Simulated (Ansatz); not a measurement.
**Relaxation path: Ni (simple hexagonal type)**

DFT, PBE, PAW with Ansatz's default frozen-core files, scalar-relativistic (Ansatz 0.2.0); a Γ-centred 21×21×20 k mesh, Fermi–Dirac smearing of 0.1 eV, spin-polarised from start moments Ni 1 μB. The run relaxes cell and atoms at a target pressure of 320 GPa.

Command: `ansatz run input.yaml --threads 2 --pin off --max-ram 7168MiB --backend cpu --events-out ev --progress --plain --runs-dir out` It took 17 s on 2 threads of Intel(R) Xeon(R) 6975P-C (Granite Rapids), with other jobs on the host, peak memory 0.46 GiB.

PAW: frozen-core files, cutoff 420 eV; forces are relaxed below 0.005 eV/Å.

Each step lists its enthalpy F + pV a cell above the last geometry, the pressure, the cell vectors (Å), and Cartesian positions (Å) with forces (eV/Å).

The first step:

```
step 1  dH = 22.33 meV  P = 350.9 GPa
  cell 2.0233 0.0000 0.0000  -1.0116 1.7522 0.0000  0.0000 0.0000 1.9019
  Ni 0.0000 0.0000 0.0000   0.0000 0.0000 0.0000
```

The start moments died away, and the runs ended non-magnetic.

Task: Where does the relaxation end, and by which steps?

Result: After 4 geometries, with conventional a, b, c = 2.028, 2.028, 1.936 Å, at 6.895 Å³/atom (+2.26 % against the start) in space group P6/mmm, with a shortest distance of 1.936 Å and a cell moment of 0.00 μB. The further steps:
```
step 2  dH = 1.16 meV  P = 313.0 GPa
  cell 2.0331 0.0000 0.0000  -1.0166 1.7607 0.0000  0.0000 0.0000 1.9362
  Ni 0.0000 0.0000 0.0000   0.0000 0.0000 0.0000
step 3  dH = 0.04 meV  P = 319.3 GPa
  cell 2.0286 0.0000 0.0000  -1.0143 1.7568 0.0000  0.0000 0.0000 1.9356
  Ni 0.0000 0.0000 0.0000   0.0000 0.0000 0.0000
step 4  dH = 0.00 meV  P = 320.0 GPa
  cell 2.0278 0.0000 0.0000  -1.0139 1.7561 0.0000  0.0000 0.0000 1.9362
  Ni 0.0000 0.0000 0.0000   0.0000 0.0000 0.0000
step 5  dH = -0.47 meV  P = 320.0 GPa  (same geometry on a basis chosen anew; earlier energies don't compare to the last digit)
  cell 2.0278 0.0000 0.0000  -1.0139 1.7561 0.0000  0.0000 0.0000 1.9362
  Ni 0.0000 0.0000 0.0000   0.0000 0.0000 0.0000
```
